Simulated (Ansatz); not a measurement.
# Al (hcp type): how the settings move a single-point run

Aim: see which settings change the result for Al (hcp type), by how much, and at what cost.

Program: Ansatz 0.2.0. Level of theory: reference: DFT, LDA, PAW with Ansatz's default frozen-core files, scalar-relativistic. These are calculated values, not measurements.

### 1 The starting structure

The structure is hexagonal, space group P6_3/mmc (No. 194). Conventional cell: a = 2.833 Å, b = 2.833 Å, c = 4.596 Å, α = 90.00°, β = 90.00°, γ = 120.00°. Al (site symmetry -6m2) is surrounded by 12 Al at 2.82 to 2.83 Å.

As a file:

```cif
data_structure
_symmetry_space_group_name_H-M 'P 1'
_symmetry_Int_Tables_number 1
_cell_length_a 2.8329
_cell_length_b 2.8329
_cell_length_c 4.5957
_cell_angle_alpha 90.000
_cell_angle_beta 90.000
_cell_angle_gamma 120.000
_cell_volume 31.94
loop_
_atom_site_label
_atom_site_type_symbol
_atom_site_fract_x
_atom_site_fract_y
_atom_site_fract_z
_atom_site_occupancy
Al1 Al 0.33333 0.66667 0.25000 1
Al2 Al 0.66667 0.33333 0.75000 1
```

### 2 Reference

File input.yaml:

```yaml
crystal:
  lattice:
    - [2.8329329771, 0.0, 0.0]
    - [-1.4164664885, 2.4533919254, 0.0]
    - [0.0, 0.0, 4.5956719135]
  atoms:
    - { symbol: Al, position: [0.3333333333, 0.6666666667, 0.25] }
    - { symbol: Al, position: [0.6666666667, 0.3333333333, 0.75] }
kpoints:
  mp_grid: { grid: [18, 18, 10] }
scf:
  occupations: { method: fermi_dirac, width: 0.03 }
hamiltonian:
  xc: lda
  pseudopotentials: { kind: paw }
output:
  forces: true
  stress: true
  eigenvalues: true
  efg: { contact_densities: true }
```

Command:

```sh
$ ansatz run input.yaml --threads 1 --pin off --max-ram 2048MiB --backend cpu --events-out ev --progress --plain --runs-dir out
```

### 3 Changed: symmetry.detect false, ecutwfc 800 eV

input.yaml: that of step 2 with these lines changed.

```diff
@@ -8,2 +8,3 @@
     - { symbol: Al, position: [0.6666666667, 0.3333333333, 0.75] }
+  symmetry: { detect: false }
 kpoints:
@@ -20 +21,3 @@
   efg: { contact_densities: true }
+basis:
+  ecutwfc: "800 eV"
```

Q: Predict the outcome of this session. Wanted: for each run, ending; energy change; pressure; gap; force.

**Answer**, as computed:

| run | ending | energy change | pressure (GPa) | gap (eV) | force (eV/Å) | cycles | time |
| --- | --- | --- | --- | --- | --- | --- | --- |
| reference | converged | 0 | -0.2 | 0.00 | 0.00 | 6 | 3.4 s |
| 1: symmetry.detect false, ecutwfc 800 eV | converged | -0.7 meV/atom | -0.2 | 0.00 | 0.00 | 6 | 100 s |

Residual by cycle in the longest SCF loop of each run; runs are numbered as in the table. The quantity is the density residual dr2, in eV.

```csv
cycle,reference,run 1
1,0.00612,0.00614
2,0.00243,0.00243
3,3.0e-6,3.1e-6
4,1.0e-8,1.5e-8
5,2.9e-11,3.2e-10
6,2.8e-13,4.8e-10
```

Changing the use of symmetry and cutoff moves the energy by -0.7 meV/atom. Cost: 100 s against 3.4 s.
